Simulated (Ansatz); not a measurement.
**Band structure of Hg**

```
Hg
1.0
     3.09361    0.00000    0.00000
     0.00000    3.09361    0.00000
     0.00000    0.00000    3.09361
Hg
1
Direct
  0.00000 0.00000 0.00000
```

The structure comes from a relaxation in the same program, started in the sc type, and has space group Pm-3m. Whether it is a known phase or the ground state wasn't checked.

No spin–orbit coupling, which matters for the heavy atoms here.

Method: Ansatz 0.2.0, DFT, PBE, all-electron LAPW, scalar-relativistic.

The runs use a Γ-centred 12×12×12 k mesh, Fermi–Dirac smearing of 0.05 eV, basis error target 0.25 meV/atom, no spin polarisation.

Points in fractions of the reciprocal vectors of this cell: Γ (0, 0, 0), X (0, 0.5, 0), M (0.5, 0.5, 0), R (0.5, 0.5, 0.5). The path joins them by straight lines in the order Γ–X–M–Γ–R–X–R–M; legs that retrace an earlier one aren't tabulated. Energies are in eV from the Fermi level.

(1) Metal or insulator at this level of theory?

(2) Tabulate bands 14 to 19, counted from the lowest band of the run, along the path.

Results:

(1) No gap opens: metallic or semimetallic.

(2) 
```json
{"k (1/Å)": "0.00", "point": "Γ", "band 14": "-7.67", "band 15": "-5.93", "band 16": "-5.93", "band 17": "-5.93", "band 18": "9.39", "band 19": "9.39"}
{"k (1/Å)": "0.15", "point": "", "band 14": "-7.60", "band 15": "-5.96", "band 16": "-5.96", "band 17": "-5.93", "band 18": "8.40", "band 19": "9.51"}
{"k (1/Å)": "0.29", "point": "", "band 14": "-7.26", "band 15": "-6.04", "band 16": "-6.04", "band 17": "-5.92", "band 18": "6.61", "band 19": "9.86"}
{"k (1/Å)": "0.44", "point": "", "band 14": "-6.67", "band 15": "-6.15", "band 16": "-6.15", "band 17": "-5.91", "band 18": "4.72", "band 19": "10.42"}
{"k (1/Å)": "0.58", "point": "", "band 14": "-6.27", "band 15": "-6.27", "band 16": "-5.90", "band 17": "-5.87", "band 18": "2.88", "band 19": "11.11"}
{"k (1/Å)": "0.73", "point": "", "band 14": "-6.37", "band 15": "-6.37", "band 16": "-5.89", "band 17": "-4.88", "band 18": "1.14", "band 19": "11.86"}
{"k (1/Å)": "0.87", "point": "", "band 14": "-6.44", "band 15": "-6.44", "band 16": "-5.88", "band 17": "-3.75", "band 18": "-0.43", "band 19": "12.51"}
{"k (1/Å)": "1.02", "point": "X", "band 14": "-6.47", "band 15": "-6.47", "band 16": "-5.88", "band 17": "-2.95", "band 18": "-1.38", "band 19": "12.78"}
{"k (1/Å)": "1.16", "point": "", "band 14": "-6.53", "band 15": "-6.47", "band 16": "-5.91", "band 17": "-2.91", "band 18": "-1.26", "band 19": "11.87"}
{"k (1/Å)": "1.31", "point": "", "band 14": "-6.69", "band 15": "-6.45", "band 16": "-5.98", "band 17": "-2.79", "band 18": "-0.91", "band 19": "10.05"}
{"k (1/Å)": "1.45", "point": "", "band 14": "-6.63", "band 15": "-6.44", "band 16": "-6.08", "band 17": "-2.55", "band 18": "-0.40", "band 19": "8.06"}
{"k (1/Å)": "1.60", "point": "", "band 14": "-6.42", "band 15": "-6.20", "band 16": "-6.18", "band 17": "-2.14", "band 18": "0.20", "band 19": "6.08"}
{"k (1/Å)": "1.74", "point": "", "band 14": "-6.40", "band 15": "-6.30", "band 16": "-5.78", "band 17": "-1.49", "band 18": "0.82", "band 19": "4.22"}
{"k (1/Å)": "1.89", "point": "", "band 14": "-6.39", "band 15": "-6.36", "band 16": "-5.51", "band 17": "-0.58", "band 18": "1.32", "band 19": "2.55"}
{"k (1/Å)": "2.03", "point": "M", "band 14": "-6.39", "band 15": "-6.39", "band 16": "-5.42", "band 17": "0.19", "band 18": "1.53", "band 19": "1.53"}
{"k (1/Å)": "2.24", "point": "", "band 14": "-6.37", "band 15": "-6.36", "band 16": "-5.59", "band 17": "-1.20", "band 18": "1.86", "band 19": "2.65"}
{"k (1/Å)": "2.44", "point": "", "band 14": "-6.32", "band 15": "-6.30", "band 16": "-6.02", "band 17": "-3.02", "band 18": "2.76", "band 19": "3.75"}
{"k (1/Å)": "2.65", "point": "", "band 14": "-6.53", "band 15": "-6.24", "band 16": "-6.21", "band 17": "-4.62", "band 18": "4.05", "band 19": "4.63"}
{"k (1/Å)": "2.85", "point": "", "band 14": "-6.60", "band 15": "-6.14", "band 16": "-6.11", "band 17": "-5.87", "band 18": "5.56", "band 19": "5.62"}
{"k (1/Å)": "3.06", "point": "", "band 14": "-7.02", "band 15": "-6.13", "band 16": "-6.04", "band 17": "-6.02", "band 18": "6.89", "band 19": "7.17"}
{"k (1/Å)": "3.26", "point": "", "band 14": "-7.57", "band 15": "-5.99", "band 16": "-5.96", "band 17": "-5.95", "band 18": "8.39", "band 19": "8.66"}
{"k (1/Å)": "3.47", "point": "Γ", "band 14": "-7.67", "band 15": "-5.93", "band 16": "-5.93", "band 17": "-5.93", "band 18": "9.39", "band 19": "9.39"}
{"k (1/Å)": "3.72", "point": "", "band 14": "-7.51", "band 15": "-5.99", "band 16": "-5.98", "band 17": "-5.98", "band 18": "8.38", "band 19": "8.77"}
{"k (1/Å)": "3.97", "point": "", "band 14": "-6.80", "band 15": "-6.14", "band 16": "-6.14", "band 17": "-6.06", "band 18": "7.14", "band 19": "7.60"}
{"k (1/Å)": "4.22", "point": "", "band 14": "-6.62", "band 15": "-6.37", "band 16": "-6.37", "band 17": "-5.15", "band 18": "6.40", "band 19": "6.50"}
{"k (1/Å)": "4.47", "point": "", "band 14": "-6.71", "band 15": "-6.41", "band 16": "-6.41", "band 17": "-3.34", "band 18": "5.63", "band 19": "5.63"}
{"k (1/Å)": "4.72", "point": "", "band 14": "-6.96", "band 15": "-5.93", "band 16": "-5.93", "band 17": "-1.07", "band 18": "5.01", "band 19": "5.01"}
{"k (1/Å)": "4.97", "point": "", "band 14": "-7.15", "band 15": "-5.54", "band 16": "-5.54", "band 17": "1.49", "band 18": "4.61", "band 19": "4.61"}
{"k (1/Å)": "5.23", "point": "R", "band 14": "-7.22", "band 15": "-5.39", "band 16": "-5.39", "band 17": "3.71", "band 18": "4.46", "band 19": "4.46"}
{"k (1/Å)": "5.43", "point": "", "band 14": "-7.15", "band 15": "-5.54", "band 16": "-5.44", "band 17": "2.07", "band 18": "4.05", "band 19": "4.81"}
{"k (1/Å)": "5.64", "point": "", "band 14": "-6.95", "band 15": "-5.92", "band 16": "-5.62", "band 17": "0.30", "band 18": "3.01", "band 19": "5.79"}
{"k (1/Å)": "5.84", "point": "", "band 14": "-6.68", "band 15": "-6.40", "band 16": "-5.92", "band 17": "-1.10", "band 18": "1.75", "band 19": "7.21"}
{"k (1/Å)": "6.05", "point": "", "band 14": "-6.77", "band 15": "-6.50", "band 16": "-6.24", "band 17": "-2.05", "band 18": "0.54", "band 19": "8.90"}
{"k (1/Å)": "6.25", "point": "", "band 14": "-6.72", "band 15": "-6.62", "band 16": "-6.09", "band 17": "-2.60", "band 18": "-0.46", "band 19": "10.40"}
{"k (1/Å)": "6.46", "point": "", "band 14": "-6.54", "band 15": "-6.51", "band 16": "-5.94", "band 17": "-2.87", "band 18": "-1.14", "band 19": "11.87"}
{"k (1/Å)": "6.66", "point": "X", "band 14": "-6.47", "band 15": "-6.47", "band 16": "-5.88", "band 17": "-2.95", "band 18": "-1.38", "band 19": "12.78"}
{"k (1/Å)": "8.10", "point": "R", "band 14": "-7.22", "band 15": "-5.39", "band 16": "-5.39", "band 17": "3.71", "band 18": "4.46", "band 19": "4.46"}
{"k (1/Å)": "8.24", "point": "", "band 14": "-7.19", "band 15": "-5.49", "band 16": "-5.39", "band 17": "2.75", "band 18": "4.26", "band 19": "4.26"}
{"k (1/Å)": "8.39", "point": "", "band 14": "-7.08", "band 15": "-5.77", "band 16": "-5.39", "band 17": "1.81", "band 18": "3.76", "band 19": "3.76"}
{"k (1/Å)": "8.53", "point": "", "band 14": "-6.93", "band 15": "-6.17", "band 16": "-5.40", "band 17": "1.13", "band 18": "3.12", "band 19": "3.12"}
{"k (1/Å)": "8.68", "point": "", "band 14": "-6.74", "band 15": "-6.59", "band 16": "-5.41", "band 17": "0.67", "band 18": "2.50", "band 19": "2.50"}
{"k (1/Å)": "8.82", "point": "", "band 14": "-6.56", "band 15": "-6.56", "band 16": "-5.41", "band 17": "0.39", "band 18": "1.99", "band 19": "1.99"}
{"k (1/Å)": "8.97", "point": "", "band 14": "-6.43", "band 15": "-6.43", "band 16": "-5.42", "band 17": "0.23", "band 18": "1.65", "band 19": "1.65"}
{"k (1/Å)": "9.11", "point": "M", "band 14": "-6.39", "band 15": "-6.39", "band 16": "-5.42", "band 17": "0.19", "band 18": "1.53", "band 19": "1.53"}
```
